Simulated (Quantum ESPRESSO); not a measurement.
**NaF (Villiaumite): zone-centre phonons and dielectric response under several settings**

```xyz
2
Lattice="0.0000 2.3200 2.3200 2.3200 0.0000 2.3200 2.3200 2.3200 0.0000" Properties=species:S:1:pos:R:3 pbc="T T T"
Na    0.0000    0.0000    0.0000
F     2.3200    2.3200    2.3200
```

All runs used Quantum ESPRESSO 7.5; potentials GBRV 1.5 PBEsol; k mesh 6 × 6 × 6, shifted; no spin polarisation; cutoff 612 eV; occupations smeared at first, fixed for the response.

| level | geometry | volume (Å³/atom) | pressure (GPa) | lowest optical mode without the field (cm⁻¹) | highest mode with the field (cm⁻¹) | ε∞ (mean) | ε0 (mean) | Born charge of atom 1 (e) |
| --- | --- | --- | --- | --- | --- | --- | --- | --- |
| PBEsol | relaxed at 0 GPa | 12.53 | 0.0 | 242 | 401 | 1.89 | 5.2 | 1.01 |
| PBEsol | relaxed at 5 GPa | 11.52 | 5.0 | 294 | 440 | 1.91 | 4.3 | 1.00 |
| PBEsol | relaxed at 10 GPa | ? | 10.0 | ? | ? | ? | ? | ? |
| PBEsol | relaxed at 20 GPa | 9.91 | 20.0 | 396 | 522 | 1.95 | 3.4 | 0.97 |
| PBEsol | relaxed at 40 GPa | 8.79 | 39.9 | 488 | 602 | 1.98 | 3.0 | 0.95 |

Question: What stands in the row left open?

Answer: Volume 10.83 Å³/atom; lowest optical mode without the field 333 cm⁻¹; highest mode with the field 471 cm⁻¹; ε∞ 1.93; ε0 3.9; Born charge of atom 1 0.99 e.

Caveats: the cell is more than 3 GPa from zero pressure, which shifts response properties (some runs); the volume moved by over 15 % at a fixed basis, so the end points are rough (some runs).

For the row left open. Caveat: the cell is more than 3 GPa from zero pressure, which shifts response properties.
